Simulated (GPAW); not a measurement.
# GaSb (F-43m) in GPAW: convergence with grid spacing (A)

Aim: find how far grid spacing (A) must go before the results for GaSb settle, at LDA. This setting moves, with any that are tied to it; all else stays.

Everything below comes from runs of GPAW 26.7.0. Logs are shortened: lines on timing, memory, paths and dates and some standing lists are left out, and cuts for length are marked. The log counts tension as positive stress, the text compression.

**1. The crystal as given**

The structure is cubic, space group F-43m (No. 216). The conventional cell has a = 6.118 Å, b = 6.118 Å, c = 6.118 Å, α = 90.00°, β = 90.00°, γ = 90.00°. Around Sb (site symmetry -43m) lie 4 Ga at 2.65 Å. Around Ga (site symmetry -43m) lie 4 Sb at 2.65 Å.

**2. With grid spacing (A) 0.26**

The input, run.py:

```python
from ase.dft.bandgap import bandgap
from ase.io import read, write
from gpaw import GPAW

atoms = read('POSCAR')

calc = GPAW(mode='fd',
            h=0.26,
            xc='LDA',
            kpts={'size': (8, 8, 8), 'gamma': True},
            occupations={'name': 'fermi-dirac', 'width': 0.05},
            nbands=18,
            convergence={'density': 1e-05, 'energy': 1e-05},
            maxiter=100,
            txt='gpaw.txt')
atoms.calc = calc
energy = atoms.get_potential_energy()
forces = atoms.get_forces()
calc.write('gs.gpw')
write('result.traj', atoms)
print(f'Energy: {energy:.6f} eV')
print('Forces (eV/A):')
print(forces.round(4))
print('Fermi level:', round(calc.get_fermi_level(), 4), 'eV')
print(f'Gap: {bandgap(calc)[0]:.4f} eV, direct: {bandgap(calc, direct=True)[0]:.4f} eV')
```

The input, POSCAR:

```
GaSb
1.0
    0.0000000000      3.0590000000      3.0590000000
    3.0590000000      0.0000000000      3.0590000000
    3.0590000000      3.0590000000      0.0000000000
Sb Ga
1 1
Direct
    0.7500000000      0.7500000000      0.7500000000
    0.0000000000      0.0000000000      0.0000000000
```

Potentials or basis: the program's PAW data sets (release 1.2.1) made for this functional, fd.

Run with:

```
$ OMP_NUM_THREADS=1 python run.py
```

Run time: 11 s. Hardware: 1 thread of Arm Neoverse V1, shared host; peak memory 0.15 GiB.

Results:

* Free energy: -9.7000 eV
* Band gap on the k mesh: none (metal or under the smearing width)

**3. With grid spacing (A) 0.23**

Changes to run.py since step 2:

```diff
@@ -7,3 +7,3 @@
 calc = GPAW(mode='fd',
-            h=0.26,
+            h=0.23,
             xc='LDA',
```

POSCAR is that of step 2.

Potentials or basis: the program's PAW data sets (release 1.2.1) made for this functional, fd.

Run with:

```
$ OMP_NUM_THREADS=1 python run.py
```

Run time: 20 s. Hardware: 1 thread of Arm Neoverse V1, shared host; peak memory 0.19 GiB.

What came out:

```yaml
Free_energy: -9.1139 eV
Band_gap_on_the_k_mesh: none (metal or under the smearing width)
```

**4. With grid spacing (A) 0.2**

Changes to run.py since step 3:

```diff
@@ -7,3 +7,3 @@
 calc = GPAW(mode='fd',
-            h=0.23,
+            h=0.2,
             xc='LDA',
```

POSCAR is that of step 3.

Run with:

```
$ OMP_NUM_THREADS=1 python run.py
```

Run time: 20 s. Hardware: 1 thread of Arm Neoverse V1, shared host; peak memory 0.18 GiB.

It converged, with:

| Property | Result |
| --- | --- |
| Free energy | -9.1139 eV |
| Band gap on the k mesh | none (metal or under the smearing width) |

**5. With grid spacing (A) 0.18**

Changes to run.py since step 4:

```diff
@@ -7,3 +7,3 @@
 calc = GPAW(mode='fd',
-            h=0.2,
+            h=0.18,
             xc='LDA',
```

POSCAR is that of step 4.

Run with:

```
$ OMP_NUM_THREADS=1 python run.py
```

It took 41 s on 1 thread of Arm Neoverse V1, shared host; peak memory 0.25 GiB.

Results (log left out):

- Free energy: -9.0168 eV
- Band gap on the k mesh: none (metal or under the smearing width)

**6. With grid spacing (A) 0.16**

Changes to run.py since step 5:

```diff
@@ -7,3 +7,3 @@
 calc = GPAW(mode='fd',
-            h=0.18,
+            h=0.16,
             xc='LDA',
```

POSCAR is that of step 5.

Potentials or basis: the program's PAW data sets (release 1.2.1) made for this functional, fd.

Run with:

```
$ OMP_NUM_THREADS=1 python run.py
```

Run time: 68 s. Hardware: 1 thread of Arm Neoverse V1, shared host; peak memory 0.36 GiB.

It converged, with:

```yaml
Free_energy: -8.9905 eV
Band_gap_on_the_k_mesh: none (metal or under the smearing width)
```

**7. With grid spacing (A) 0.14**

Changes to run.py since step 6:

```diff
@@ -7,3 +7,3 @@
 calc = GPAW(mode='fd',
-            h=0.16,
+            h=0.14,
             xc='LDA',
```

POSCAR is that of step 6.

Run with:

```
$ OMP_NUM_THREADS=1 python run.py
```

It took 65 s on 1 thread of Arm Neoverse V1, shared host; peak memory 0.35 GiB.

Results (log left out):

- Free energy: -8.9905 eV
- Band gap on the k mesh: none (metal or under the smearing width)

**8. With grid spacing (A) 0.12**

Changes to run.py since step 7:

```diff
@@ -7,3 +7,3 @@
 calc = GPAW(mode='fd',
-            h=0.14,
+            h=0.12,
             xc='LDA',
```

POSCAR is that of step 7.

Potentials or basis: the program's PAW data sets (release 1.2.1) made for this functional, fd.

Run with:

```
$ OMP_NUM_THREADS=1 python run.py
```

gpaw.txt:

```text
__  _  _
 | _ |_)|_||  |
 |__||  | ||/\| - 26.7.0

Input parameters:
  mode=FD(),
  convergence={'density': 1e-05, 'energy': 1e-05},
  h=0.12,
  kpts=MonkhorstPack(size=(8, 8, 8), gamma=True),
  maxiter=100,
  nbands=18,
  occupations=Occupations(name='fermi-dirac', width=0.05),
  xc=XC(name='LDA')

Diagonalizing LCAO Hamiltonian
Converting LCAO to fd mode

                     Sb

       Ga

Atoms  # Å, Bohr magnetons
|   | symbol |        x |        y |        z |    initial magnetic moments |
|---|--------|----------|----------|----------|-----------------------------|
| 0 |     Sb | 4.588500 | 4.588500 | 4.588500 | ( 0.0000,  0.0000,  0.0000) |
| 1 |     Ga | 0.000000 | 0.000000 | 0.000000 | ( 0.0000,  0.0000,  0.0000) |

Unit cell  # Å
| periodic |        x |        y |        z |  lengths |    angles |
|----------|----------|----------|----------|----------|-----------|
|      yes | 0.000000 | 3.059000 | 3.059000 | 4.326079 | 60.000000 |
|      yes | 3.059000 | 0.000000 | 3.059000 | 4.326079 | 60.000000 |
|      yes | 3.059000 | 3.059000 | 0.000000 | 4.326079 | 60.000000 |

Number of symmetries: 24
Symmetry operations  # r_c * U_cc + t_c -> r_c
|    | kind |            matrix            |
|----|------|------------------------------|
|  0 |  E   |  1, 0, 0,  0, 1, 0,  0, 0, 1 |
|  1 |  σ   |  1, 0, 0,  0, 0, 1,  0, 1, 0 |
|  2 |  σ   |  1, 0,-1,  0, 1,-1,  0, 0,-1 |
|  3 |  C3  |  1, 0,-1,  0, 0,-1,  0, 1,-1 |
|  4 |  C3  |  1,-1, 0,  0,-1, 1,  0,-1, 0 |
|  5 |  σ   |  1,-1, 0,  0,-1, 0,  0,-1, 1 |
|  6 |  σ   |  0, 1, 0,  1, 0, 0,  0, 0, 1 |
|  7 |  C3  |  0, 1, 0,  0, 0, 1,  1, 0, 0 |
|  8 |  C2  |  0, 1,-1,  1, 0,-1,  0, 0,-1 |
|  9 |  S4  |  0, 1,-1,  0, 0,-1,  1, 0,-1 |
| 10 |  C3  |  0, 0, 1,  1, 0, 0,  0, 1, 0 |
| 11 |  σ   |  0, 0, 1,  0, 1, 0,  1, 0, 0 |
| 12 |  S4  |  0, 0,-1,  1, 0,-1,  0, 1,-1 |
| 13 |  C3  |  0, 0,-1,  0, 1,-1,  1, 0,-1 |
| 14 |  S4  |  0,-1, 1,  1,-1, 0,  0,-1, 0 |
| 15 |  C2  |  0,-1, 1,  0,-1, 0,  1,-1, 0 |
| 16 |  C3  |  0,-1, 0,  1,-1, 0,  0,-1, 1 |
| 17 |  S4  |  0,-1, 0,  0,-1, 1,  1,-1, 0 |
| 18 |  S4  | -1, 1, 0, -1, 0, 1, -1, 0, 0 |
| 19 |  C3  | -1, 1, 0, -1, 0, 0, -1, 0, 1 |
| 20 |  C3  | -1, 0, 1, -1, 1, 0, -1, 0, 0 |
| 21 |  S4  | -1, 0, 1, -1, 0, 0, -1, 1, 0 |
| 22 |  σ   | -1, 0, 0, -1, 1, 0, -1, 0, 1 |
| 23 |  C2  | -1, 0, 0, -1, 0, 1, -1, 1, 0 |

BZ-sampling:
  Number of BZ points: 512
  Number of IBZ points: 29

  Monkhorst-Pack size: [8, 8, 8]
  Monkhorst-Pack shift: [0.0625, 0.0625, 0.0625]

K-points  # in reciprocal-cell coordinates
|     |                                coordinates |     weight |
|-----|--------------------------------------------|------------|
|   0 | (  0.00000000,   0.00000000,   0.00000000) | 0.00195312 |
|   1 | (  0.12500000,   0.12500000,   0.00000000) | 0.01171875 |
|   2 | (  0.12500000,   0.12500000,   0.12500000) | 0.01562500 |
|   3 | (  0.25000000,   0.12500000,   0.12500000) | 0.02343750 |
|   4 | (  0.25000000,   0.25000000,   0.00000000) | 0.01171875 |
|   5 | (  0.25000000,   0.25000000,   0.12500000) | 0.04687500 |
|   6 | (  0.25000000,   0.25000000,   0.25000000) | 0.01562500 |
|   7 | (  0.37500000,   0.25000000,  -0.37500000) | 0.04687500 |
|   8 | (  0.37500000,   0.25000000,   0.12500000) | 0.04687500 |
|   9 | (  0.37500000,   0.25000000,   0.25000000) | 0.04687500 |
| ... |                                            |            |
|  28 | (  0.50000000,   0.50000000,   0.50000000) | 0.00781250 |

Uniform wave function grid shape: (np.int64(28), np.int64(28), np.int64(28))
Spin-components: 1 (collinear spins)
Bands:           18
Projectors:      11
Spin-degeneracy: 2
Datatype:        complex128

Parallelization:
  kpt:    1
  domain: 1
  band:   1

Density:
  Valence electrons: 18.0
  Components: 1
  Grid points: [28 28 28]
  Charge: 0.0  # |e|

Potential:
  Grid points: [28 28 28]

species:
  Sb:
    name:    Antimony
    Z:       51.0
    valence: 15
    core:    36
    charge:  0.0  # [|e|]
    compensation charges:
      type: gauss
      rc: 0.36  # [Å]
      lmax: 2
    cutoffs:
      filter: 2.23  # [Å]
      core: 2.23  # [Å]
    projectors
    | kind |    occ | energy [eV] | rcut [Å] |
    |------|--------|-------------|----------|
    |   5s |  2.000 |     -13.069 |    1.154 |
    |   5p |  3.000 |      -4.994 |    1.233 |
    |   4d | 10.000 |     -33.564 |    1.196 |
    |    s |        |      14.142 |    1.154 |
    |    p |        |      22.217 |    1.233 |
    |    d |        |      -6.353 |    1.196 |

    Using partial waves for Sb as LCAO basis

  Ga:
    name:    Gallium
    Z:       31.0
    valence: 3
    core:    28
    charge:  0.0  # [|e|]
    compensation charges:
      type: gauss
      rc: 0.37  # [Å]
      lmax: 2
    cutoffs:
      filter: 2.06  # [Å]
      core: 4.17  # [Å]
    projectors
    | kind |    occ | energy [eV] | rcut [Å] |
    |------|--------|-------------|----------|
    |   4s |  2.000 |      -9.167 |    1.164 |
    |   4p |  1.000 |      -2.734 |    1.164 |
    |    s |        |      18.045 |    1.164 |
    |    p |        |      24.478 |    1.164 |
    |    d |        |       0.000 |    1.164 |

    Using partial waves for Ga as LCAO basis

Reference energy: -228940.492409  # eV

eigensolver:
  PPCG
  Converge bands: occupied
  niter=2

density mixing:
  MSR1-Mixer
  Pratt-step length: 0.05
  Maximum mixing coefficient: 0.75
  Old densities: 10
  SVD Regularization: 0.005
  Good broyden scale: 1.0
  Trust region scale: 1.0
  Backstep threshold: 4.0
  History deletion threshold: 6.0
  Fourier metric: weight=20.0, sigma=0.015

occupation numbers:
  Fermi-Dirac:
    width: 0.0500  # eV

FastPoissonSolver using
    Stencil: 12*3+1=37 point O(h^6) finite-difference Laplacian
    FFT axes: [np.int64(0), np.int64(1), np.int64(2)]
    FST axes: []

xc functional:
  name: None
interpolation: tri-quintic # 5. degree polynomial

convergence criteria:
- Maximum integral of absolute [dens]ity change: 1e-05 electrons / valence electron
- Maximum [total energy] change in last 3 cyles: 1e-05 eV / valence electron
- Maximum integral of absolute [eigenst]ate change: 4e-08 eV^2 / valence electron
maximum number of iterations: 100

SCF iterations
|iter     | |      energy | eigst |  dens |
|---------|-|-------------|-------|-------|
|iter:   1| |   -9.016266 | +0.70 |       |
|iter:   2| |   -9.043878 | -0.75 | -1.30 |
|iter:   3| |   -8.991545 | -1.43 | -1.32 |
|iter:   4| |   -8.982002 | -2.29 | -1.82 |
|iter:   5| |   -8.981839 | -3.16 | -2.25 |
|iter:   6| |   -8.981842c| -4.21 | -2.88 |
|iter:   7| |   -8.981844c| -5.11 | -3.54 |
|iter:   8| |   -8.981844c| -6.10 | -4.22 |
|iter:   9| |   -8.981844c| -6.89 | -4.91 |
|iter:  10| |   -8.981844c| -7.54c| -5.75c|

Converged in 10 steps
Energy contributions relative to reference atoms: (reference = -228940.492409)

Energy contributions:
  Kinetic:          10.420076
  Coulomb:          -9.309009
  Zero:              0.212796
  External:          0.000000
  Xc:              -10.305455
  Entropy:          -0.000504
  Spinorbit:         0.000000
  ----------------------------
  Free energy:      -8.982096
  Extrapolated:     -8.981844

dipole moment: (-11.146795, -11.146795, -11.146795)  # |e|*Ang

Fermi level: 4.600
Eigenvalues  # (at kpt = [0.000, 0.000, 0.000])
| band index |      eig [eV] | occ [0-2] |
|------------|---------------|-----------|
|          0 |       -24.076 |     2.000 |
|        ... |               |           |
|          2 |       -24.076 |     2.000 |
|          3 |       -24.057 |     2.000 |
|          4 |       -24.057 |     2.000 |
|          5 |        -6.944 |     2.000 |
|          6 |         4.442 |     1.918 |
|          7 |         4.558 |     1.391 |
[... 8 lines left out ...]
|         16 |        14.039 |     0.000 |
|         17 |        14.060 |     0.000 |

No gap
No difference between direct/indirect transitions

Forces  # eV/Ang
|        x |        y |        z |
|----------|----------|----------|
| -0.00000 | -0.00000 | -0.00000 |  # Sb   0
|  0.00000 |  0.00000 | -0.00000 |  # Ga   1

# Writing to gs.gpw (mode='')
```

Run time: 1.7 min. Hardware: 1 thread of Arm Neoverse V1, shared host; peak memory 0.5 GiB.

What came out:

```yaml
Free_energy: -8.9821 eV
Band_gap_on_the_k_mesh: none (metal or under the smearing width)
```

**9. Result**

```tsv
grid spacing (A)	energy less the tightest run, at zero smearing (meV/atom)	SCF cycles	CPU time (s)	peak memory (GiB)
0.26	-358.97	9	11	0.15
0.23	-65.92	9	20	0.19
0.2	-65.92	9	20	0.18
0.18	-17.34	10	41	0.25
0.16	-4.20	10	68	0.36
0.14	-4.20	10	65	0.35
0.12	0.00	10	100	0.5
```

Not settled before the last step: the energy (to 1 meV/atom). The tightest run that finished is the yardstick and may itself not be fully converged.

Caveats: the real-space grid adds noise to forces.
